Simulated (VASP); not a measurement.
Wanted: the native input for a VASP 6.6.1 run.

```
Task                   : single point
Functional             : LDA
Potentials or basis    : VASP PAW LDA potentials, release 64 (Ca_sv, S)
Cutoff                 : 520 eV
k mesh                 : 8 × 8 × 8
Occupations            : gaussian, width 0.02 eV
Spin                   : no spin polarisation
Dipole correction      : no
Further INCAR settings : ALGO = Normal; EDIFF = 1e-07; NBANDS = 15
```

The structure of CaS lies in POSCAR:

```
CaS
1.0
    0.0000000000      2.7820362447      2.7820362447
    2.7820362447      0.0000000000      2.7820362447
    2.7820362447      2.7820362447      0.0000000000
Ca S
1 1
Direct
    0.0000000000      0.0000000000      0.0000000000
    0.5000000000      0.5000000000      0.5000000000
```

The cell comes from a database or a generator and needn't be the stable form of this composition.

The input as run:

INCAR

```
PREC = Accurate ; ENCUT = 520
EDIFF = 1E-7 ; ISMEAR = 0
SIGMA = 0.02 ; LREAL = F
LASPH = T ; NELM = 100
ALGO = Normal ; ISIF = 2
LWAVE = F ; LCHARG = T
GGA = CA ; LELF = T
LVHAR = T ; NBANDS = 15
```

KPOINTS

```
Automatic mesh
0
Gamma
  8 8 8
```

Potentials or basis: VASP PAW LDA potentials, release 64 (Ca_sv, S).

Launch:

```console
$ cat potpaw_LDA.64/Ca_sv/POTCAR potpaw_LDA.64/S/POTCAR > POTCAR
$ mpirun -np 1 vasp_std > vasp.out
```

It gave:

```yaml
Pressure: 0.3 GPa
Band_gap_on_the_k_mesh: 1.96 eV, indirect (least direct gap 2.83 eV)
```

Wall time 20 s on 1 thread of Intel(R) Xeon(R) Platinum 8259CL CPU @ 2.50GHz (Skylake/Cascade Lake) (shared host), peak memory 0.16 GiB.
